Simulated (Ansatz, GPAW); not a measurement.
Given: the input of a run of Ansatz 0.2.0 on InPd. The cell comes from a database or a generator and needn't be the stable form of this composition.

The input input.yaml:

```yaml
crystal:
  lattice:
    - [3.27188478, 0.0, 0.0]
    - [0.0, 3.27188478, 0.0]
    - [0.0, 0.0, 3.27188478]
  atoms:
    - { symbol: In, position: [0.0, 0.0, 0.0] }
    - { symbol: Pd, position: [0.5, 0.5, 0.5] }
hamiltonian:
  xc: lda
  pseudopotentials: { kind: paw }
kpoints:
  mp_grid: { grid: [8, 8, 8] }
scf:
  occupations: { method: gaussian, width: 0.02 }
output:
  forces: true
  stress: true
  eigenvalues: true
```

Potentials or basis: Ansatz PAW.

Run with:

```console
$ ansatz run input.yaml --threads 2 --pin off --max-ram 5632MiB --backend cpu --events-out ev --progress --plain --runs-dir out
```

Set up the same calculation for GPAW 26.7.0 (ASE script). Potentials or basis there: the program's PAW data sets (release 1.2.1) made for this functional, cutoff 600 eV.

As run (cutoffs and basis follow the program's own potentials, and thresholds, step limits or extra output files can differ):

The input run.py:

```python
from ase.dft.bandgap import bandgap
from ase.io import read, write
from ase.units import GPa
from gpaw import GPAW, PW

atoms = read('POSCAR')

calc = GPAW(mode=PW(600),
            xc='LDA',
            kpts={'size': (8, 8, 8), 'gamma': True},
            occupations={'name': 'methfessel-paxton', 'order': 0, 'width': 0.02},
            nbands=26,
            convergence={'density': 1e-05, 'energy': 1e-05},
            maxiter=150,
            txt='gpaw.txt')
atoms.calc = calc
energy = atoms.get_potential_energy()
forces = atoms.get_forces()
stress = atoms.get_stress()
calc.write('gs.gpw')
write('result.traj', atoms)
print(f'Energy: {energy:.6f} eV')
print('Forces (eV/A):')
print(forces.round(4))
print('Stress (GPa):', (stress / GPa).round(3))
print('Fermi level:', round(calc.get_fermi_level(), 4), 'eV')
print(f'Gap: {bandgap(calc)[0]:.4f} eV, direct: {bandgap(calc, direct=True)[0]:.4f} eV')
```

The input POSCAR:

```
InPd
1.0
    3.2718847800      0.0000000000      0.0000000000
    0.0000000000      3.2718847800      0.0000000000
    0.0000000000      0.0000000000      3.2718847800
In Pd
1 1
Direct
    0.0000000000      0.0000000000      0.0000000000
    0.5000000000      0.5000000000      0.5000000000
```

Potentials or basis: the program's PAW data sets (release 1.2.1) made for this functional, pw.

The run is started by

```sh
$ OMP_NUM_THREADS=1 python run.py
```

Both were run:

|  | Ansatz | GPAW |
| --- | --- | --- |
| Pressure | -6.9 GPa | -7.1 GPa |

Ansatz's pressure holds a Pulay term of +0.04 GPa for its cutoff of 420 eV, which the other run lacks.

The potentials hold 31 and 29 valence electrons a cell.

Ansatz's potentials were made for PBE.

Where Ansatz's input types no cutoff or centring, it takes its own default and a Γ-centred mesh.

The two programs' LDA may be different fits to the electron gas.

Pressure is positive in compression.
